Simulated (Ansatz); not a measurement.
Runs of Ansatz 0.2.0 on SiC (Moissanite). Symmetry: P6_3mc, No. 186, hexagonal system. The conventional cell has a = 3.076 Å, b = 3.076 Å, c = 5.048 Å, α = 90.00°, β = 90.00°, γ = 120.00°. Si (site symmetry 3m) has 4 C at 1.87 to 1.94 Å as nearest neighbours. C (site symmetry 3m) is surrounded by 4 Si at 1.87 to 1.94 Å. 

```tsv
task	level	potentials or basis	cell	k mesh	cutoff (eV)	points for each segment of the path	mesh quality	gap on the mesh (eV)	pressure (GPa)	V0 of scaled cells (Å³/atom)	relaxed volume (Å³/atom)	B0 (GPa)	largest force (eV/Å)
equation of state	r2SCAN+D3(BJ)	Ansatz PAW	as given	10 × 10 × 5	500	-	not flagged	-	-	10.25	-	231	-
equation of state	PBE	Ansatz PAW large core	as given	10 × 10 × 5	420	-	not flagged	-	-	10.52	-	213	-
band structure	PBE	Ansatz PAW	as given	10 × 10 × 5	420	14	not flagged	2.48	3.7	-	-	-	0.75
band structure	PBE	SPMS NC	as given	10 × 10 × 5	1034	14	not flagged	2.49	3.8	-	-	-	(a)
equation of state	rPW86-PBE+rVV10	Ansatz PAW	as given	10 × 10 × 5	420	-	not flagged	-	-	10.62	-	205	-
single point	PBE	Ansatz PAW	as given	4 × 4 × 3	420	-	coarse	(b)	3.8	-	-	-	0.71
relaxation of cell and atoms	PBEsol+D4	Ansatz PAW	relaxed	10 × 10 × 5	420	-	not flagged	2.27	0.0	-	(c)	-	-
relaxation of cell and atoms	revPBE+D3(BJ)	Ansatz PAW	relaxed	10 × 10 × 5	420	-	not flagged	2.43	0.0	-	10.17	-	-
```

Alike in all rows: no spin polarisation; smearing fermi-dirac 0.05 eV.

Task: Estimate the missing entries.

Result: (a) 0.76; (b) 2.57; (c) 10.23.

Caveats: some runs use coarse meshes; the cell was scaled at fixed shape and fractional positions, which overstates the stiffness of a crystal with free parameters, most of all of layers and chains (some runs); odd divisions of the mesh miss points on the zone boundary, where band edges often lie, so the gap on the mesh can be too wide (some runs); the k mesh misses the band edges, so the gap on the mesh is wider than the one along the path (some runs); the plane-wave basis is chosen anew once the cell has moved, so the energies of steps on either side of that aren't comparable (some runs); the PAW data sets come from PBE, with cores solved anew for the run's functional, which leaves a small shift of forces and pressure (some runs); the PAW data sets were made with another functional, which shifts forces and pressure a little (some runs); the potentials were made for another functional, which shifts forces and pressure (some runs).
